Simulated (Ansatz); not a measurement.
Crystal: Sb.

```
CELL_PARAMETERS angstrom
3.12240 0.00000 0.00000
0.00000 4.34752 0.00000
-0.03891 0.00000 4.40585
ATOMIC_POSITIONS crystal
Sb 0.01139 0.25000 0.24117
Sb 0.98861 0.75000 0.75883
```

This isn't the form of Sb at room conditions, which is rhombohedral.

Base run:

| Property | Result |
| --- | --- |
| Program | Ansatz 0.2.0 |
| Functional | PBEsol |
| Potentials or basis | all-electron PAW datasets made for the crystal |
| Cutoff | 140 eV |
| Density cutoff | 700 eV |
| k mesh | 9 × 6 × 6 |
| Occupations | fermi-dirac, width 0.05 eV |
| Spin | no spin polarisation |

Its results: pressure -2.2 GPa; largest force 0.045 eV/Å.

**Question.** The run is repeated on the same cell with these changes: functional from PBEsol to LDA; potentials or basis from all-electron PAW datasets made for the crystal to all-electron LAPW, scalar-relativistic; cutoff from 140 eV to 205 eV; density cutoff from 700 eV to 819 eV. What comes out?

**Answer.** Pressure -3.3 GPa; largest force 0.038 eV/Å.

Not every run made on this cell is shown here.
